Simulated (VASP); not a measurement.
# SnO2 (Cassiterite) (P4_2/mnm) in VASP: a series of runs, part 3 of 3

VASP 6.6.1. Earlier steps stand in the parts before.

### 4 Dielectric tensor, PBE

Input file INCAR:

```
SYSTEM = SnO2
PREC = Accurate
ENCUT = 650
EDIFF = 1E-8
ISMEAR = 0
SIGMA = 0.01
LREAL = .FALSE.
LASPH = .TRUE.
NELM = 100
ALGO = Normal
ISIF = 2
LWAVE = .FALSE.
LCHARG = .FALSE.
GGA = PE
LEPSILON = .TRUE.
```

Input file KPOINTS:

```
regular mesh
0
G
  5 5 7
  0 0 0
```

Input file POSCAR:

```
SnO2
1.0
    4.7380000000      0.0000000000      0.0000000000
    0.0000000000      4.7380000000      0.0000000000
    0.0000000000      0.0000000000      3.1865000000
Sn O
2 4
Direct
    0.5000000000      0.5000000000      0.5000000000
    0.0000000000      0.0000000000      0.0000000000
    0.8071000000      0.1929000000      0.5000000000
    0.6929000000      0.6929000000      0.0000000000
    0.1929000000      0.8071000000      0.5000000000
    0.3071000000      0.3071000000      0.0000000000
```

Potentials or basis: VASP PAW PBE potentials, release 64 (Sn_d, O).

On the command line:

```bash
> cat potpaw_PBE.64/Sn_d/POTCAR potpaw_PBE.64/O/POTCAR > POTCAR
> mpirun -np 1 vasp_std > vasp.out
```

OUTCAR:

```text
SYSTEM = SnO2
   PREC = Accurate
   ENCUT = 650
   EDIFF = 1E-8
   ISMEAR = 0
   LREAL = .FALSE.
   LASPH = .TRUE.
   NELM = 100
   ISIF = 2
   GGA = PE
   LEPSILON = .TRUE.

 Found     24 irreducible k-points:

 Following reciprocal coordinates:
            Coordinates               Weight
  0.000000  0.000000  0.000000      1.000000
  0.200000  0.000000  0.000000      4.000000
  0.400000  0.000000  0.000000      4.000000
  0.200000  0.200000  0.000000      4.000000
  0.400000  0.200000  0.000000      8.000000
  0.400000  0.400000  0.000000      4.000000
   k-points           NKPTS =     24   k-points in BZ     NKDIM =     24   number of bands    NBANDS=     31
   number of dos      NEDOS =    301   number of ions     NIONS =      6
   total plane-waves  NPLWV =  44800
   dimension x,y,z NGX =    40 NGY =   40 NGZ =   28
   dimension x,y,z NGXF=    80 NGYF=   80 NGZF=   56
   ions per type =               2   4
   NGX,Y,Z   is equivalent  to a cutoff of  14.04, 14.04, 14.61 a.u.
   NGXF,Y,Z  is equivalent  to a cutoff of  28.07, 28.07, 29.22 a.u.
 SYSTEM =  SnO2
   PREC   = accura    normal or accurate (medium, high low for compatibility)
   ISTART =      0    job   : 0-new  1-cont  2-samecut
   ICHARG =      2    charge: 1-file 2-atom 10-const
   ISPIN  =      1    spin polarized calculation?
   LNONCOLLINEAR =      F non collinear calculations
   LSORBIT =      F    spin-orbit coupling
   LASPH  =      T    aspherical Exc in radial PAW
   ENCUT  =  650.0 eV  47.77 Ry    6.91 a.u.   9.85  9.85  6.62*2*pi/ulx,y,z
   NELM   =    100;   NELMIN=  2; NELMDL= -5     # of ELM steps
   EDIFF  = 0.1E-07   stopping-criterion for ELM
   LREAL  =      F    real-space projection
   EDIFFG = 0.1E-06   stopping-criterion for IOM
   NSW    =      0    number of steps for IOM
   IBRION =     -1    ionic relax: 0-MD 1-quasi-New 2-CG
   NFREE  =      0    steps in history (QN), initial steepest desc. (CG)
   ISIF   =      2    stress and relaxation
   ISYM   =      2    0-nonsym 1-usesym 2-fastsym
   POTIM  = 0.5000    time-step for ionic-motion
   TEBEG  =    0.0;   TEEND  =   0.0 temperature during run
   PSTRESS=    0.0 pullay stress
   NELECT =      52.0000    total number of electrons
   NUPDOWN=      -1.0000    fix difference up-down
   EMIN   =  10.00;   EMAX   =-10.00  energy-range for DOS
   EFERMI =   0.00;   METHOD = LEGACY
   ISMEAR =     0;   SIGMA  =   0.01  broadening in eV -4-tet -1-fermi 0-gaus
   EFERMI_NEDOS =   21; number of points for ismear=-14 and -15
   IALGO  =     38    algorithm
   IMIX   =      4    mixing-type and parameters
     AMIX     =   0.40;   BMIX     =  1.00
     AMIX_MAG =   1.60;   BMIX_MAG =  1.00
  volume/ion in A,a.u.               =      11.92        80.45
  Fermi-wavevector in a.u.,A,eV,Ry     =   1.472000  2.781677 29.480903  2.166785
  Thomas-Fermi vector in A             =   2.587068
   LORBIT       =      0    0 simple, 1 ext, 2 COOP (PROOUT), +10 PAW based schemes
   GGA     = PE    functional components
   LHFCALC =     F    Hartree Fock is set to
   AEXX    =    0.0000 exact exchange contribution
   IVDW    =     0    specifies the selected vdW correction
   LEPSILON=     T    determine dielectric tensor
   LRPA    =     F    only Hartree local field effects (RPA)
 non-spin polarized calculation
[... 231 lines left out ...]

 VOLUME and BASIS-vectors are now :
 -----------------------------------------------------------------------------
  energy-cutoff  :      650.00
  volume of cell :       71.53
      direct lattice vectors                 reciprocal lattice vectors
     4.738000000  0.000000000  0.000000000     0.211059519  0.000000000  0.000000000
     0.000000000  4.738000000  0.000000000     0.000000000  0.211059519  0.000000000
     0.000000000  0.000000000  3.186500000     0.000000000  0.000000000  0.313823945

 POSITION                                       TOTAL-FORCE (eV/Angst)
 -----------------------------------------------------------------------------------
      2.36900      2.36900      1.59325         0.000000     -0.000000     -0.000000
      0.00000      0.00000      0.00000         0.000000     -0.000000     -0.000000
      3.82404      0.91396      1.59325        -0.207150      0.207150     -0.000000
      3.28296      3.28296      0.00000         0.207150      0.207150     -0.000000
      0.91396      3.82404      1.59325         0.207150     -0.207150      0.000000
      1.45504      1.45504      0.00000        -0.207150     -0.207150      0.000000
 -----------------------------------------------------------------------------------
    total drift:                               -0.000000     -0.000000      0.000000

  FREE ENERGIE OF THE ION-ELECTRON SYSTEM (eV)
  ---------------------------------------------------
  free  energy   TOTEN  =       -37.1768277157 eV

  energy  without entropy=      -37.1768277157  energy(sigma->0) =      -37.17682772

 HEAD OF MICROSCOPIC STATIC DIELECTRIC TENSOR (INDEPENDENT PARTICLE, excluding Hartree and local field effects)
 ------------------------------------------------------
           4.375832    -0.000000     0.000000
           0.000000     4.375832     0.000000
           0.000000     0.000000     4.659504
 ------------------------------------------------------

 Free energy of the ion-electron system (eV)
  ---------------------------------------------------
  ---------------------------------------------------
  free energy    TOTEN  =        -0.69678583 eV

  energy without entropy =       -0.69678583

------------------------ aborting loop because EDIFF is reached ----------------------------------------

--------------------------------------- Ionic step        2  -------------------------------------------

------------------------ aborting loop because EDIFF is reached ----------------------------------------

--------------------------------------- Ionic step        3  -------------------------------------------

 Free energy of the ion-electron system (eV)
  ---------------------------------------------------
  ---------------------------------------------------
  free energy    TOTEN  =        -0.75561767 eV

  energy without entropy =       -0.75561767

------------------------ aborting loop because EDIFF is reached ----------------------------------------

 PIEZOELECTRIC TENSOR FIELD DIRECTION 3  (e Angst)
 -----------------------------------------------------------------------------
     0.00146  0.00000  0.00000           ( -0.00001  0.00000  0.00000)
     0.00000  0.00146  0.00000           (  0.00000 -0.00001  0.00000)
     0.00000  0.00000 -0.00474           (  0.00000  0.00000 -0.00016)

 PIEZOELECTRIC TENSOR FIELD DIRECTION 3  (C/m^2)
 -----------------------------------------------------------------------------
     0.00033  0.00000  0.00000
     0.00000  0.00033  0.00000
     0.00000  0.00000 -0.00106

 MACROSCOPIC STATIC DIELECTRIC TENSOR (including local field effects in DFT)
 ------------------------------------------------------
           4.302234     0.000000     0.000000
           0.000000     4.302234     0.000000
           0.000000     0.000000     4.575808
 ------------------------------------------------------

 PIEZOELECTRIC TENSOR (including local field effects)  for field in x, y, z        (e  Angst)
          XX          YY          ZZ          XY          YZ          ZX
  --------------------------------------------------------------------------------
  x     0.00000     0.00000     0.00000     0.00000     0.00000     0.00000
  y     0.00000     0.00000     0.00000     0.00000     0.00000     0.00000
  z     0.00000     0.00000     0.00000     0.00000     0.00000     0.00000

 PIEZOELECTRIC TENSOR (including local field effects)  for field in x, y, z        (C/m^2)
          XX          YY          ZZ          XY          YZ          ZX
  --------------------------------------------------------------------------------
  x     0.00000     0.00000     0.00000     0.00000     0.00000     0.00000
  y     0.00000     0.00000     0.00000     0.00000     0.00000     0.00000
  z     0.00000     0.00000     0.00000     0.00000     0.00000     0.00000

 BORN EFFECTIVE CHARGES (including local field effects) (in |e|, cummulative output)
 ---------------------------------------------------------------------------------
 ion    1
    1     4.08197    -0.44498     0.00000
    2    -0.44498     4.08197     0.00000
    3     0.00000     0.00000     4.46903
 ion    2
    1     4.08197     0.44498     0.00000
    2     0.44498     4.08197     0.00000
    3     0.00000     0.00000     4.46903
 ion    3
    1    -2.04099     0.69507     0.00000
    2     0.69507    -2.04099     0.00000
    3     0.00000     0.00000    -2.23452
 ion    4
    1    -2.04099    -0.69507     0.00000
    2    -0.69507    -2.04099     0.00000
    3     0.00000     0.00000    -2.23452
 ion    5
    1    -2.04099     0.69507     0.00000
    2     0.69507    -2.04099     0.00000
    3     0.00000     0.00000    -2.23452
 ion    6
    1    -2.04099    -0.69507     0.00000
    2    -0.69507    -2.04099     0.00000
    3     0.00000     0.00000    -2.23452
```

OSZICAR:

```text
N       E                     dE             d eps       ncg     rms          rms(c)
DAV:   1     0.723461603604E+03    0.72346E+03   -0.30070E+04  1586   0.300E+03
DAV:   2     0.687674092573E+02   -0.65469E+03   -0.62898E+03  1685   0.774E+02
DAV:   3    -0.376831207543E+02   -0.10645E+03   -0.10474E+03  1705   0.247E+02
DAV:   4    -0.432469668398E+02   -0.55638E+01   -0.55426E+01  1747   0.619E+01
[... 11 lines left out ...]
RMM:   6    -0.755310181136E+00   -0.28609E-03   -0.75984E-05  2597   0.481E-02    0.437E-03
RMM:   7    -0.755550926615E+00   -0.24075E-03   -0.80362E-06  2796   0.154E-02    0.120E-03
RMM:   8    -0.755610332408E+00   -0.59406E-04   -0.15141E-06  2876   0.431E-03    0.339E-04
RMM:   9    -0.755622059584E+00   -0.11727E-04   -0.17050E-07  2844   0.127E-03    0.110E-04
RMM:  10    -0.755615836086E+00    0.62235E-05   -0.51897E-08  2812   0.421E-04    0.492E-05
RMM:  11    -0.755617674769E+00   -0.18387E-05   -0.64300E-08  2264   0.170E-04    0.329E-06
```

Run time: 8.9 min. Hardware: 1 thread of AMD EPYC 9R14 (Zen 4), shared host; peak memory 0.42 GiB.

These settings aren't checked as converged: the numbers below hold their error.

Results:

```
Band gap on the k mesh                  : 1.27 eV, direct
Electronic dielectric tensor (diagonal) : 4.30, 4.30, 4.58
Born charges (mean of the diagonal)     : Sn +4.21; O -2.11 e
```

Caveat: spin-orbit coupling is left out, which moves the levels of the heavy elements.

### 5 Single point, TB-mBJ, spin-orbit coupling, no magnetisation

Input file POSCAR:

```
SnO2
1.0
    4.7380000000      0.0000000000      0.0000000000
    0.0000000000      4.7380000000      0.0000000000
    0.0000000000      0.0000000000      3.1865000000
Sn O
2 4
Cartesian
    2.3690000000      2.3690000000      1.5932500000
    0.0000000000      0.0000000000      0.0000000000
    3.8240398000      0.9139602000      1.5932500000
    3.2829602000      3.2829602000      0.0000000000
    0.9139602000      3.8240398000      1.5932500000
    1.4550398000      1.4550398000      0.0000000000
```

Input file INCAR.step1:

```
SYSTEM = SnO2
PREC = Accurate
ENCUT = 520
EDIFF = 1E-5
ISMEAR = 0
SIGMA = 0.1
LREAL = .FALSE.
LASPH = .TRUE.
NELM = 100
ALGO = Normal
ISIF = 2
LWAVE = .TRUE.
LCHARG = .FALSE.
MAGMOM = 0 0 0 0 0 0 0 0 0 0 0 0 0 0 0 0 0 0
LORBIT = 11
LSORBIT = .TRUE.
GGA_COMPAT = .FALSE.
NBANDS = 68
GGA = PE
```

Input file INCAR.step2:

```
SYSTEM = SnO2
PREC = Accurate
ENCUT = 520
EDIFF = 1E-6
ISMEAR = 0
SIGMA = 0.1
LREAL = .FALSE.
LASPH = .TRUE.
NELM = 100
ALGO = Normal
ISIF = 2
LWAVE = .FALSE.
LCHARG = .FALSE.
MAGMOM = 0 0 0 0 0 0 0 0 0 0 0 0 0 0 0 0 0 0
LORBIT = 11
LSORBIT = .TRUE.
GGA_COMPAT = .FALSE.
METAGGA = MBJ
NBANDS = 68
ISTART = 1
```

Input file KPOINTS:

```
Automatic mesh
0
G
  5 5 6
  0 0 0
```

On the command line:

```bash
> cat potpaw_PBE.64/Sn_d/POTCAR potpaw_PBE.64/O/POTCAR > POTCAR
> cp INCAR.step1 INCAR
> mpirun -np 1 vasp_ncl > vasp.out
> cp INCAR.step2 INCAR
> mpirun -np 1 vasp_ncl > vasp.out
```

Run time: 24 min. Hardware: 1 thread of Intel Xeon Platinum 8488C (Sapphire Rapids), shared host; peak memory 0.45 GiB.

It converged, with:

```yaml
Valence_electrons_inside_the_program's_atomic_spheres: Sn 11.91; O 5.33
```

### 6 Band structure, PBE+D3(BJ) (volume scaled by 0.96)

Input file POSCAR:

```
SnO2
1.0
    4.6739651233      0.0000000000      0.0000000000
    0.0000000000      4.6739651233      0.0000000000
    0.0000000000      0.0000000000      3.1434339099
Sn O
2 4
Direct
    0.5000000000      0.5000000000      0.5000000000
    0.0000000000      0.0000000000      0.0000000000
    0.8071000000      0.1929000000      0.5000000000
    0.6929000000      0.6929000000      0.0000000000
    0.1929000000      0.8071000000      0.5000000000
    0.3071000000      0.3071000000      0.0000000000
```

Input file INCAR.step1:

```
SYSTEM = SnO2
  PREC = Accurate
  ENCUT = 520
  EDIFF = 1E-6
  ISMEAR = 0
  SIGMA = 0.05
  LREAL = .False.
  LASPH = .True.
  NELM = 60
  ALGO = Normal
  ISIF = 2
  LWAVE = .False.
  LCHARG = .True.
  GGA = PE
  IVDW = 12
  NBANDS = 35
```

Input file KPOINTS.step1:

```
Automatic mesh
0
Gamma
  6 6 8
  0 0 0
```

Input file INCAR.step2:

```
SYSTEM = SnO2
  PREC = Accurate
  ENCUT = 520
  EDIFF = 1E-6
  ISMEAR = 0
  SIGMA = 0.05
  LREAL = .False.
  LASPH = .True.
  NELM = 60
  ALGO = Normal
  ISIF = 2
  LWAVE = .False.
  LCHARG = .False.
  GGA = PE
  IVDW = 12
  NBANDS = 35
  ICHARG = 11
```

Input file KPOINTS.step2:

```
path GXMGZRAZ,XR,MA
15
line-mode
reciprocal
 0.0000000000  0.0000000000  0.0000000000  G
 0.0000000000  0.5000000000  0.0000000000  X

 0.0000000000  0.5000000000  0.0000000000  X
 0.5000000000  0.5000000000  0.0000000000  M

 0.5000000000  0.5000000000  0.0000000000  M
 0.0000000000  0.0000000000  0.0000000000  G

 0.0000000000  0.0000000000  0.0000000000  G
 0.0000000000  0.0000000000  0.5000000000  Z

 0.0000000000  0.0000000000  0.5000000000  Z
 0.0000000000  0.5000000000  0.5000000000  R

 0.0000000000  0.5000000000  0.5000000000  R
 0.5000000000  0.5000000000  0.5000000000  A

 0.5000000000  0.5000000000  0.5000000000  A
 0.0000000000  0.0000000000  0.5000000000  Z

 0.0000000000  0.5000000000  0.0000000000  X
 0.0000000000  0.5000000000  0.5000000000  R

 0.5000000000  0.5000000000  0.0000000000  M
 0.5000000000  0.5000000000  0.5000000000  A
```

Potentials or basis: VASP PAW PBE potentials, release 64 (Sn_d, O).

On the command line:

```bash
> cat potpaw_PBE.64/Sn_d/POTCAR potpaw_PBE.64/O/POTCAR > POTCAR
> cp INCAR.step1 INCAR
> cp KPOINTS.step1 KPOINTS
> mpirun -np 1 vasp_std > vasp.out
> cp INCAR.step2 INCAR
> cp KPOINTS.step2 KPOINTS
> mpirun -np 1 vasp_std > vasp.out
```

Run time: 3.1 min. Hardware: 1 thread of Intel Xeon Platinum 8488C (Sapphire Rapids), shared host; peak memory 0.35 GiB.

It converged, with:

```
Band gap on the k mesh     : 1.76 eV, direct
Band gap along the path    : 1.76 eV, direct
Dispersion energy per atom : -0.233 eV
```

Levels at the corners of the path, in eV from the valence-band top:
```
point  band 22  band 23  band 24  band 25  band 26  band 27  band 28  band 29  band 30  band 31
    Γ    -1.20    -1.20    -0.82    -0.82     0.00     1.76     6.54     6.58     6.58    10.69
    X    -2.00    -1.16    -1.16    -0.66    -0.66     4.90     4.90     7.34     7.34    11.43
    X    -2.00    -1.16    -1.16    -0.66    -0.66     4.90     4.90     7.34     7.34    11.43
    M    -2.03    -1.28    -1.28    -0.94    -0.94     5.31     5.31     7.83     7.83    11.42
    M    -2.03    -1.28    -1.28    -0.94    -0.94     5.31     5.31     7.83     7.83    11.42
    Γ    -1.20    -1.20    -0.82    -0.82     0.00     1.76     6.54     6.58     6.58    10.69
    Γ    -1.20    -1.20    -0.82    -0.82     0.00     1.76     6.54     6.58     6.58    10.69
    Z    -2.61    -1.76    -1.76    -1.32    -1.32     6.74     6.74    10.08    10.08    11.03
    Z    -2.61    -1.76    -1.76    -1.32    -1.32     6.74     6.74    10.08    10.08    11.03
    R    -1.78    -1.18    -1.18    -0.65    -0.65     7.03     7.03     8.42     8.42    11.45
    R    -1.78    -1.18    -1.18    -0.65    -0.65     7.03     7.03     8.42     8.42    11.45
    A    -2.42    -1.01    -1.01    -0.89    -0.89     5.36     5.36     9.09     9.09    11.45
    A    -2.42    -1.01    -1.01    -0.89    -0.89     5.36     5.36     9.09     9.09    11.45
    Z    -2.61    -1.76    -1.76    -1.32    -1.32     6.74     6.74    10.08    10.08    11.03
    X    -2.00    -1.16    -1.16    -0.66    -0.66     4.90     4.90     7.34     7.34    11.43
    R    -1.78    -1.18    -1.18    -0.65    -0.65     7.03     7.03     8.42     8.42    11.45
    M    -2.03    -1.28    -1.28    -0.94    -0.94     5.31     5.31     7.83     7.83    11.42
    A    -2.42    -1.01    -1.01    -0.89    -0.89     5.36     5.36     9.09     9.09    11.45
```

Caveat: the log is that of the step along the path at fixed density, whose energy, stress, charges and moments have no meaning; spin-orbit coupling is left out, which moves the levels of the heavy elements.
